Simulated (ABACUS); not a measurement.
# Ge (Fd-3m) in ABACUS: further runs

The runs below take Ge through single point, relaxation of cell and atoms, with OLYP.

Everything below comes from runs of ABACUS 3.10.1. Logs are shortened: lines on timing, memory, paths and dates and some standing lists are left out, and cuts for length are marked.

**Experimental background.**

From “Electronic and optical properties of SixGe1-x-ySny alloys lattice-matched to Ge”, 2021, arxiv:2109.02782, for a bulk crystal of Ge at 300 K: band gap 0.807 eV (direct).

The results are compared with them further down.

## (1) The structure

Symmetry: Fd-3m, No. 227, cubic system. The conventional cell has a = 5.658 Å, b = 5.658 Å, c = 5.658 Å, α = 90.00°, β = 90.00°, γ = 90.00°. Ge (site symmetry -43m) has 4 Ge at 2.45 Å as nearest neighbours.

## (2) Single point, OLYP

Contents of run_abacus.py:

```python
"""ABACUS run from a structure file: ASE reads it, the script writes STRU, KPT and INPUT."""
import re
import subprocess
import spglib
from ase import Atoms
from ase.io import read
from ase.units import Bohr

atoms = read("Ge.cif")
cell, frac, numbers = spglib.standardize_cell((atoms.cell[:], atoms.get_scaled_positions(), atoms.numbers), to_primitive=True, symprec=1e-4)
atoms = Atoms(numbers=numbers, cell=cell, scaled_positions=frac, pbc=True)  # the primitive cell
atoms = atoms[(-atoms.numbers).argsort(kind="stable")]  # ABACUS lists atoms element by element
pseudo = {'Ge': '32_Ge_14_2.2_2.3_pbe_n_v1.0.upf'}
orbital = {}
magmoms = None
kmesh = [6, 6, 6]
params = {
    'suffix': 'Ge',
    'calculation': 'scf',
    'basis_type': 'pw',
    'pseudo_dir': './',
    'symmetry': 1,
    'dft_functional': 'GGA_X_OPTX+GGA_C_LYP',
    'ecutwfc': 79,
    'pseudo_rcut': 10,
    'nspin': 1,
    'nbands': 24,
    'ks_solver': 'dav',
    'smearing_method': 'fd',
    'smearing_sigma': 0.00367493,
    'scf_thr': 1e-08,
    'scf_nmax': 100,
    'mixing_type': 'broyden',
    'mixing_beta': 0.7,
    'cal_force': 1,
    'cal_stress': 1,
    'out_chg': 1,
    'kpar': 4,
}

symbols = atoms.get_chemical_symbols()
elements = list(dict.fromkeys(symbols))
lines = ["ATOMIC_SPECIES"] + [f"{e} {atoms.get_masses()[symbols.index(e)]:.4f} {pseudo[e]}" for e in elements]
if orbital:
    lines += ["", "NUMERICAL_ORBITAL"] + [orbital[e] for e in elements]
lines += ["", "LATTICE_CONSTANT", f"{1 / Bohr:.10f}", "", "LATTICE_VECTORS"]
lines += [" ".join(f"{x:.10f}" for x in v) for v in atoms.cell]
lines += ["", "ATOMIC_POSITIONS", "Direct"]
for e in elements:
    lines += ["", e, "0.0", str(symbols.count(e))]
    for i, p in enumerate(atoms.get_scaled_positions(wrap=False)):
        if symbols[i] == e:
            mag = "" if magmoms is None else " mag " + " ".join(str(x) for x in (magmoms[i] if isinstance(magmoms[i], list) else [magmoms[i]]))
            lines.append(" ".join(f"{x:.10f}" for x in p) + " 1 1 1" + mag)
open("STRU", "w").write("\n".join(lines) + "\n")
open("KPT", "w").write("K_POINTS\n0\nGamma\n%d %d %d 0 0 0\n" % tuple(kmesh))
open("INPUT", "w").write("INPUT_PARAMETERS\n" + "".join(f"{k:<20s}{v}\n" for k, v in params.items()))

done = subprocess.run(['mpirun', '-np', '4', 'abacus'])
if done.returncode:
    raise SystemExit(done.returncode)
log = open("OUT.Ge/running_scf.log").read()
print("final energy (eV):", re.findall(r"FINAL_ETOT_IS (\S+)", log))
```

Contents of Ge.cif:

```cif
data_Ge
_cell_length_a 5.65782000
_cell_length_b 5.65782000
_cell_length_c 5.65782000
_cell_angle_alpha 90.00000000
_cell_angle_beta 90.00000000
_cell_angle_gamma 90.00000000
_space_group_name_H-M_alt 'Fd-3m'
_space_group_name_Hall 'F 4d 2 3 -1d'
_space_group_IT_number 227
loop_
_space_group_symop_operation_xyz
'x,y,z'
'-y+1/4,x+1/4,z+1/4'
'-x,-y+1/2,z+1/2'
'y+3/4,-x+1/4,z+3/4'
'x,-y,-z'
'-y+1/4,-x+3/4,-z+3/4'
'-x,y+1/2,-z+1/2'
'y+3/4,x+3/4,-z+1/4'
'z,x,y'
'z+1/4,-y+1/4,x+1/4'
'z+1/2,-x,-y+1/2'
'z+3/4,y+3/4,-x+1/4'
'-z,x,-y'
'-z+3/4,-y+1/4,-x+3/4'
'-z+1/2,-x,y+1/2'
'-z+1/4,y+3/4,x+3/4'
'y,z,x'
'x+1/4,z+1/4,-y+1/4'
'-y+1/2,z+1/2,-x'
'-x+1/4,z+3/4,y+3/4'
'-y,-z,x'
'-x+3/4,-z+3/4,-y+1/4'
'y+1/2,-z+1/2,-x'
'x+3/4,-z+1/4,y+3/4'
'-x+1/4,-y+1/4,-z+1/4'
'y,-x,-z'
'x+1/4,y+3/4,-z+3/4'
'-y+1/2,x,-z+1/2'
'-x+1/4,y+1/4,z+1/4'
'y,x+1/2,z+1/2'
'x+1/4,-y+3/4,z+3/4'
'-y+1/2,-x+1/2,z'
'-z+1/4,-x+1/4,-y+1/4'
'-z,y,-x'
'-z+3/4,x+1/4,y+3/4'
'-z+1/2,-y+1/2,x'
'z+1/4,-x+1/4,y+1/4'
'z+1/2,y,x+1/2'
'z+3/4,x+1/4,-y+3/4'
'z,-y+1/2,-x+1/2'
'-y+1/4,-z+1/4,-x+1/4'
[... 89 lines left out ...]
'-z+1/4,x+1/4,y+1/4'
'-z,-y+1/2,x+1/2'
'z+3/4,-x+1/4,y+3/4'
'z,y,x'
'z+1/4,x+1/4,-y+1/4'
'z+1/2,-y+1/2,-x'
'-y+3/4,-z+1/4,-x+3/4'
'-x+1/2,-z,y+1/2'
'y+1/4,-z+3/4,x+3/4'
'x+1/2,-z+1/2,-y'
'y+3/4,z+1/4,-x+3/4'
'x,z+1/2,y+1/2'
'-y+1/4,z+3/4,x+3/4'
'-x,z,-y'
'x+1/2,y+1/2,z'
'-y+3/4,x+3/4,z+1/4'
'-x+1/2,-y,z+1/2'
'y+1/4,-x+3/4,z+3/4'
'x+1/2,-y+1/2,-z'
'-y+3/4,-x+1/4,-z+3/4'
'-x+1/2,y,-z+1/2'
'y+1/4,x+1/4,-z+1/4'
'z+1/2,x+1/2,y'
'z+3/4,-y+3/4,x+1/4'
'z,-x+1/2,-y+1/2'
'z+1/4,y+1/4,-x+1/4'
'-z+1/2,x+1/2,-y'
'-z+1/4,-y+3/4,-x+3/4'
'-z,-x+1/2,y+1/2'
'-z+3/4,y+1/4,x+3/4'
'y+1/2,z+1/2,x'
'x+3/4,z+3/4,-y+1/4'
'-y,z,-x'
'-x+3/4,z+1/4,y+3/4'
'-y+1/2,-z+1/2,x'
'-x+1/4,-z+1/4,-y+1/4'
'y,-z,-x'
'x+1/4,-z+3/4,y+3/4'
'-x+3/4,-y+3/4,-z+1/4'
'y+1/2,-x+1/2,-z'
'x+3/4,y+1/4,-z+3/4'
'-y,x+1/2,-z+1/2'
'-x+3/4,y+3/4,z+1/4'
'y+1/2,x,z+1/2'
'x+3/4,-y+1/4,z+3/4'
'-y,-x,z'
'-z+3/4,-x+3/4,-y+1/4'
'-z+1/2,y+1/2,-x'
'-z+1/4,x+3/4,y+3/4'
'-z,-y,x'
'z+3/4,-x+3/4,y+1/4'
'z,y+1/2,x+1/2'
'z+1/4,x+3/4,-y+3/4'
'z+1/2,-y,-x+1/2'
'-y+3/4,-z+3/4,-x+1/4'
'-x+1/2,-z+1/2,y'
'y+1/4,-z+1/4,x+1/4'
'x+1/2,-z,-y+1/2'
'y+3/4,z+3/4,-x+1/4'
'x,z,y'
'-y+1/4,z+1/4,x+1/4'
'-x,z+1/2,-y+1/2'
loop_
_atom_site_label
_atom_site_type_symbol
_atom_site_symmetry_multiplicity
_atom_site_Wyckoff_symbol
_atom_site_fract_x
_atom_site_fract_y
_atom_site_fract_z
_atom_site_occupancy
Ge1 Ge 8 a 0.2500000000 0.2500000000 0.2500000000 1
```

Potentials or basis: SPMS ONCV 1.0 PBE, plane waves.

The run is started by

```console
$ OMP_NUM_THREADS=1 python run_abacus.py > log
```

running log:

```text
ABACUS v3.10.1

               Atomic-orbital Based Ab-initio Computation at UStc

 ------------------------------------------------------------------------------------

 READING GENERAL INFORMATION
                           global_out_dir = OUT.Ge/
                           global_in_card = INPUT
                               pseudo_dir = ./
                              orbital_dir =
                                    DSIZE = 4
                                    GSIZE = 1

 READING UNITCELL INFORMATION
                                    ntype = 1
                  lattice constant (Bohr) = 1.88973
              lattice constant (Angstrom) = 1

 READING ATOM TYPE 1
                               atom label = Ge
                      L=0, number of zeta = 1
                      L=1, number of zeta = 1
                      L=2, number of zeta = 1
             number of atom for this type = 2

                        TOTAL ATOM NUMBER = 2
DIRECT COORDINATES
    atom                   x                   y                   z     mag                  vx                  vy                  vz
taud_Ge1            0.2500000000        0.2500000000        0.2500000000  0.0000        0.0000000000        0.0000000000        0.0000000000
taud_Ge2            0.0000000000        0.0000000000        0.0000000000  0.0000        0.0000000000        0.0000000000        0.0000000000

                          Volume (Bohr^3) = 305.551
                             Volume (A^3) = 45.278

 Lattice vectors: (Cartesian coordinate: in unit of a_0)
                   +0            +2.82891            +2.82891
             +2.82891                  +0            +2.82891
             +2.82891            +2.82891                  +0
 Reciprocal vectors: (Cartesian coordinate: in unit of 2 pi/a_0)
            -0.176747           +0.176747           +0.176747
            +0.176747           -0.176747           +0.176747
            +0.176747           +0.176747           -0.176747
 The esolver type has been set to : ksdft_pw

                PAO radial cut off (Bohr) = 10

 Read in pseudopotential file is 32_Ge_14_2.2_2.3_pbe_n_v1.0.upf
                     pseudopotential type = NC
          exchange-correlation functional = PBE
                 nonlocal core correction = 1
                        valence electrons = 14
                                     lmax = 2
                           number of zeta = 3
                     number of projectors = 6
                           L of projector = 0
                           L of projector = 0
                           L of projector = 1
                           L of projector = 1
                           L of projector = 2
                           L of projector = 2
 XC functional updated to : GGA_X_OPTX+GGA_C_LYP
          exchange-correlation functional = GGA_X_OPTX+GGA_C_LYP
     initial pseudo atomic orbital number = 18

 SETUP THE ELECTRONS NUMBER
[... 132 lines left out ...]
     PROC   COLUMNS(POT)             PW
        1            349           4279
 --------------- sum -------------------
        1            349           4279

 SETUP NONLOCAL PSEUDOPOTENTIALS IN PLANE WAVE BASIS
 Ge non-local projectors:
 projector 1 L=0
 projector 2 L=0
 projector 3 L=1
 projector 4 L=1
 projector 5 L=2
 projector 6 L=2
      TOTAL NUMBER OF NONLOCAL PROJECTORS = 36

 Init Non-Local PseudoPotential table :
 Init Non-Local-Pseudopotential done.

                                     npwx = 3695

 Make real space PAO into reciprocal space.
       max mesh points in Pseudopotential = 1001
     dq(describe PAO in reciprocal space) = 0.01
                                    max q = 1071

 number of pseudo atomic orbitals for Ge is 3
WARNING: norm of atomic wavefunction # 3 of atomic type Ge is 0.999795, renormalized

 -------------------------------------------
 SELF-CONSISTENT
 -------------------------------------------
                                 init_chg = atomic

 PW ALGORITHM --------------- ION=   1  ELEC=   1--------------------------------

 Notice: Threshold on eigenvalues was too large.
 hsover_error=0.28 > DRHO=0.0324347
 Origin diag ethr = 0.01
 New diag ethr = 0.000115838

 Density error is 0.032614070569
                          Error Threshold = 0.000115838385734
----------------------------------------------------------
     Energy           Rydberg                 eV
----------------------------------------------------------
 E_KohnSham     -322.9735444077      -4394.2805072006
 E_Harris       -321.8728504645      -4379.3047978192
 E_Fermi        0.7810588801         10.6268512435
----------------------------------------------------------
[... 63 lines left out ...]
 Density error is 4.09292931281e-10
                          Error Threshold = 5.16740143504e-11
----------------------------------------------------------
     Energy           Rydberg                 eV
----------------------------------------------------------
 E_KohnSham     -322.9762018629      -4394.3166637333
 E_KS(sigma->0) -322.9761616241      -4394.3161162562
 E_Harris       -322.9764062224      -4394.3194441869
 E_band         -18.1116745031       -246.4219735634
 E_one_elec     -140.3784864943      -1909.9472929383
 E_Hartree      87.4971157172        1190.4593323196
 E_xc           -72.5939925305       -987.6919389847
 E_Ewald        -197.5007580777      -2687.1356691758
 E_entropy(-TS) -0.0000804776        -0.0010949541
 E_descf        0.0000000000         0.0000000000
 E_exx          0.0000000000         0.0000000000
 E_Fermi        0.8100849252         11.0217708463
----------------------------------------------------------

 charge density convergence is achieved
 final etot is -4394.3166637 eV
 EFERMI = 11.021770846 eV

 STATE ENERGY(eV) AND OCCUPATIONS    NSPIN == 1
 1/4 kpoint (Cartesian) = 0.0000 0.0000 0.0000 (3695 pws)
       1       -14.5811     0.00925926
       2       -14.5811     0.00925926
       3       -14.5811     0.00925926
       4       -14.5462     0.00925926
       5       -14.5462     0.00925926
       6       -14.3476     0.00925926
[... 94 lines left out ...]
      23        23.3382        0.00000
      24        23.3382        0.00000

------------------------------------------------------------------------------------------
 TOTAL-FORCE (eV/Angstrom)
------------------------------------------------------------------------------------------
                       Ge1         0.0000000000         0.0000000000         0.0000000000
                       Ge2         0.0000000000         0.0000000000         0.0000000000
------------------------------------------------------------------------------------------

----------------------------------------------------------------
 TOTAL-STRESS (KBAR)
----------------------------------------------------------------
        64.8769294043         0.0000000000        -0.0000000000
         0.0000000000        64.8769294043        -0.0000000000
         0.0000000000        -0.0000000000        64.8769294043
----------------------------------------------------------------
 TOTAL-PRESSURE: 64.876929 KBAR

 --------------------------------------------
 !FINAL_ETOT_IS -4394.3166637332578830 eV
 --------------------------------------------
```

Run time: 4.4 s. Hardware: 4 MPI ranks of AMD EPYC 9R45 (Zen 5), shared host; peak memory 0.36 GiB.

What came out:

```
Free energy            : -4394.3167 eV
Pressure               : 6.5 GPa
Band gap on the k mesh : 0.08 eV, direct
```

Caveat: the potentials were made for another functional, which shifts forces and pressure.

(Continued in part 2 of 2.)
